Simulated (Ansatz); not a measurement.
# Every step of a relaxation of Os (simple hexagonal type)

DFT, PBE, PAW with Ansatz's default frozen-core files, scalar-relativistic (Ansatz 0.2.0); a Γ-centred 16×16×15 k mesh, Fermi–Dirac smearing of 0.05 eV, no spin polarisation. The run relaxes shape and atoms at held volume.

Command: `ansatz run input.yaml --threads 1 --pin off --max-ram 2048MiB --backend cpu --events-out ev --progress --plain --runs-dir out` It took 5.4 s on 1 thread of Arm Neoverse V2, on a shared host, peak memory 0.28 GiB.

PAW: frozen-core files, cutoff 420 eV; forces are relaxed below 0.005 eV/Å.

Each step lists its free energy a cell above the last geometry, the pressure, the cell vectors (Å), and Cartesian positions (Å) with forces (eV/Å).

The first step:

```
step 1  dF = 40.93 meV  P = 1670 GPa
  cell 2.0142 0.0000 0.0000  -1.0071 1.7444 0.0000  0.0000 0.0000 1.9318
  Os 0.0000 0.0000 0.0000   0.0000 0.0000 0.0000
```

Spin–orbit coupling is left out, which matters for the heavy atoms. The structure type is held throughout; the real material can change phase at far lower pressure. At this compression frozen-core PAW has no all-electron check here.

The symmetry of the start is kept and no stability test is made, so the end need not be the stable phase.

Question: Where does the relaxation end, and by which steps?

Answer: After 4 geometries, with conventional a, b, c = 2.027, 2.027, 1.908 Å, at 6.788 Å³/atom and 1669 GPa in space group P6/mmm, with a shortest distance of 1.908 Å. The further steps:
```
step 2  dF = 206.30 meV  P = 1681 GPa  (not accepted)
  cell 2.0549 0.0000 0.0000  -1.0274 1.7796 0.0000  0.0000 0.0000 1.8561
  Os 0.0000 0.0000 0.0000   0.0000 0.0000 0.0000
step 3  dF = 0.12 meV  P = 1669 GPa
  cell 2.0263 0.0000 0.0000  -1.0132 1.7549 0.0000  0.0000 0.0000 1.9088
  Os 0.0000 0.0000 0.0000   0.0000 0.0000 0.0000
step 4  dF = 0.00 meV  P = 1669 GPa
  cell 2.0270 0.0000 0.0000  -1.0135 1.7554 0.0000  0.0000 0.0000 1.9076
  Os 0.0000 0.0000 0.0000   0.0000 0.0000 0.0000
step 5  dF = 0.04 meV  P = 1669 GPa  (same geometry on a basis chosen anew; earlier energies don't compare to the last digit)
  cell 2.0270 0.0000 0.0000  -1.0135 1.7554 0.0000  0.0000 0.0000 1.9076
  Os 0.0000 0.0000 0.0000   0.0000 0.0000 0.0000
```
